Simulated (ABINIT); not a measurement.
Runs of ABINIT 10.8.3 (patched build) on Ti. It takes space group P6_3/mmc (No. 194, hexagonal). The conventional cell has a = 2.950 Å, b = 2.950 Å, c = 4.680 Å, α = 90.00°, β = 90.00°, γ = 120.00°. Ti (site symmetry -6m2) is surrounded by 12 Ti at 2.89 to 2.95 Å. 

```tsv
task	level	potentials or basis	cell	k mesh	cutoff (eV)	fine-grid cutoff	cell freedom (optcell)	cutoff smearing ecutsm (Ha)	optimiser (ionmov)	force stop (Ha/bohr)	mesh quality	gap on the mesh (eV)	pressure (GPa)	V0 of scaled cells (Å³/atom)	relaxed volume (Å³/atom)	B0 (GPa)
equation of state	PBE	JTH PAW PBE v2.0	as given	10 × 10 × 6	408	816.342 eV	-	-	-	-	not flagged	-	-	17.43	-	(b)
relaxation of cell and atoms	HCTH407	JTH PAW PBE v2.0	relaxed	10 × 10 × 6	408	816.342 eV	2	0.5	2	0.0001	not flagged	none	0.0	-	17.19	-
single point	PBEsol	JTH PAW PBE v2.0	as given	4 × 4 × 2	408	816.342 eV	-	-	-	-	coarse	none	-5.3	-	-	-
single point	PBE	JTH PAW PBE v2.0	as given	10 × 10 × 6	408	816.342 eV	-	-	-	-	not flagged	none	-1.3	-	-	-
single point	r2SCAN	JTH PAW PBE v2.0	as given	8 × 8 × 5	490	979.61 eV	-	-	-	-	not flagged	none	-	-	-	-
band structure	rPW86PBE	JTH PAW PBE v2.0	as given	10 × 10 × 6	408	816.342 eV	-	-	-	-	not flagged	none	(a)	-	-	-
relaxation of cell and atoms	revPBE	JTH PAW PBE v2.0	relaxed	10 × 10 × 6	408	816.342 eV	2	0.5	2	0.0001	not flagged	none	0.0	-	17.81	-
equation of state	BLYP	JTH PAW PBE v2.0	as given	10 × 10 × 6	408	816.342 eV	-	-	-	-	not flagged	-	-	17.83	-	(c)
single point	LDA	JTH PAW LDA v2.0	as given	8 × 8 × 5	408	816.342 eV	-	-	-	-	not flagged	none	-9.5	-	-	-
single point	PBEsol	JTH PAW PBE v2.0	as given	8 × 8 × 5	408	816.342 eV	-	-	-	-	not flagged	none	-5.5	-	-	-
single point	PBE	JTH PAW PBE v2.0	as given	4 × 4 × 2	408	816.342 eV	-	-	-	-	coarse	none	-1.1	-	-	-
single point	r2SCAN	JTH PAW PBE v2.0	as given	6 × 6 × 4	490	979.61 eV	-	-	-	-	coarse	none	-	-	-	-
```

Alike in all rows: no spin polarisation; smearing fermi-dirac 0.05 eV.

**Question.** Estimate the missing entries.

**Answer.** (a) 1.1; (b) 111; (c) 103.

Caveats: some runs use coarse meshes; the PAW data sets were made with another functional, which shifts forces and pressure a little (some runs); pressures at fixed basis lie under the slope of the energies (some runs); the cell was scaled at fixed shape and fractional positions, which overstates the stiffness of a crystal with free parameters, most of all of layers and chains (some runs).

A k mesh can miss the band edges.

A gap of «none» marks a metal or a gap under the smearing width.

Not every run made on this cell is shown here.
